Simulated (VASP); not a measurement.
A run of VASP 6.6.1 is set up as follows.

INCAR

```
SYSTEM = Hf
PREC = Accurate
ENCUT = 520
EDIFF = 1E-6
ISMEAR = 1
SIGMA = 0.1
LREAL = .False.
LASPH = .True.
NELM = 100
ALGO = Fast
ISIF = 2
LWAVE = .False.
LCHARG = .False.
LDIPOL = .True.
IDIPOL = 3
DIPOL = 0.5 0.5 0.388
GGA = PS
IVDW = 12
NBANDS = 28
```

Contents of KPOINTS:

```
regular mesh
0
Gamma
  12 12 1
  0 0 0
```

Contents of POSCAR:

```
Hf
1.0
    3.1236330269      0.0000000000      0.0000000000
   -1.5618165135      2.7051455534      0.0000000000
    0.0000000000      0.0000000000     27.4354155915
Hf
4
Direct
    0.3333333333      0.6666666667      0.2559307813
    0.6666666667      0.3333333333      0.3409734955
    0.3333333333      0.6666666667      0.4358618740
    0.6666666667      0.3333333333      0.5209073136
```

Potentials or basis: VASP PAW PBE potentials, release 64 (Hf_pv).

Run with:

```sh
$ cat potpaw_PBE.64/Hf_pv/POTCAR > POTCAR
$ mpirun -np 1 vasp_std > vasp.out
```

Question: Estimate the largest force.

Answer: 0.044 eV/Å.

Question: Estimate the dispersion energy per atom.

Answer: -0.379 eV.

Question: What does it give for the band gap on the k mesh?

Answer: None (metal or under the smearing width).

Forces in eV/Å, atoms in the order of the input:
```
Hf   0.000  0.000  0.044
Hf   0.000  0.000 -0.029
Hf   0.000  0.000  0.029
Hf   0.000  0.000 -0.044
```

Caveat: the PAW data sets were made with another functional, which shifts forces and pressure a little. Spin-orbit coupling is left out, which matters for the levels of Hf.
